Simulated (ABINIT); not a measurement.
GaN, 2 atoms in the cell. The structure is cubic, space group F-43m (No. 216). Conventional cell: a = 4.507 Å, b = 4.507 Å, c = 4.507 Å, α = 90.00°, β = 90.00°, γ = 90.00°. Around Ga (site symmetry -43m) lie 4 N at 1.95 Å. N (site symmetry -43m) is surrounded by 4 Ga at 1.95 Å. The cell is a database's computed one.

```yaml
Program: ABINIT 10.8.3 (patched build)
Task: single point
Functional: PBE0
Potentials_or_basis: SPMS NC PBE v1.0
Cutoff: 952 eV
k_mesh: 6 × 6 × 6
Occupations: fermi-dirac, width 0.05 eV
Spin: no spin polarisation
Share_of_exact_exchange: 0.15
Most_SCF_steps: 60
Thinning_of_the_exchange_mesh_fockdownsampling: 2 × 2 × 2
```

Potentials or basis: SPMS NC PBE v1.0.

Command:

```sh
$ mpirun --bind-to none -np 4 abinit run.abi > log 2>&1
```

Hardware: 4 MPI ranks on Arm Neoverse V2 (shared host).

Q: Estimate the wall time of this run.

A: Wall time 3.3 min on 4 MPI ranks on Arm Neoverse V2, on a shared host, peak memory 0.28 GiB a rank. Counts: scf iterations 11, mpi ranks 4, k points 16, bands 13, plane waves 1544.
